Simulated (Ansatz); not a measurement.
The system is WC (Qusongite).

```
W C
1.0
     2.90650    0.00000    0.00000
    -1.45325    2.51710    0.00000
     0.00000    0.00000    2.83660
W C
1 1
Cartesian
  0.0000 0.0000 0.0000
  1.4533 0.8390 1.4183
```

- Program: Ansatz 0.2.0
- Task: relaxation of cell and atoms
- Functional: PBE
- Potentials or basis: Ansatz PAW
- Cutoff: 420 eV (not typed: the program's choice for these potentials)
- k mesh: 10 × 10 × 9
- Occupations: fermi-dirac, width 0.05 eV
- Spin: no spin polarisation
- Hubbard terms: W d U = 6 eV

At the start: volume 10.38 Å³/atom.

Q: Where does the relaxation end?

A: It ends after 4 steps and the volume is 10.55 Å³/atom (+1.7 %); space group P-6m2 (No. 187, to 0.05 Å).

Step by step:
| step | energy change (eV) | largest force (eV/Å) | volume (Å³) |
| --- | --- | --- | --- |
| 1 | 0.0000 | 0.0000 | 20.75 |
| 2 | -0.0070 | 0.0000 | 21.12 |
| 3 | -0.0070 | 0.0000 | 21.11 |
| 4 | -0.0077 | 0.0000 | 21.11 |

Final structure:
```cif
data_structure
_symmetry_space_group_name_H-M 'P 1'
_symmetry_Int_Tables_number 1
_cell_length_a 2.9276
_cell_length_b 2.9276
_cell_length_c 2.8440
_cell_angle_alpha 90.000
_cell_angle_beta 90.000
_cell_angle_gamma 120.000
_cell_volume 21.11
loop_
_atom_site_label
_atom_site_type_symbol
_atom_site_fract_x
_atom_site_fract_y
_atom_site_fract_z
_atom_site_occupancy
W1 W 0.00000 0.00000 0.00000 1
C1 C 0.66667 0.33333 0.50000 1
```

Caveat: the plane-wave basis is chosen anew once the cell has moved, so the energies of steps on either side of that aren't comparable; the pressure holds a Pulay correction of +0.3 GPa for the finite cutoff; U without spin polarisation on a metal has little footing; the U is typed as a test and isn't derived for this compound.
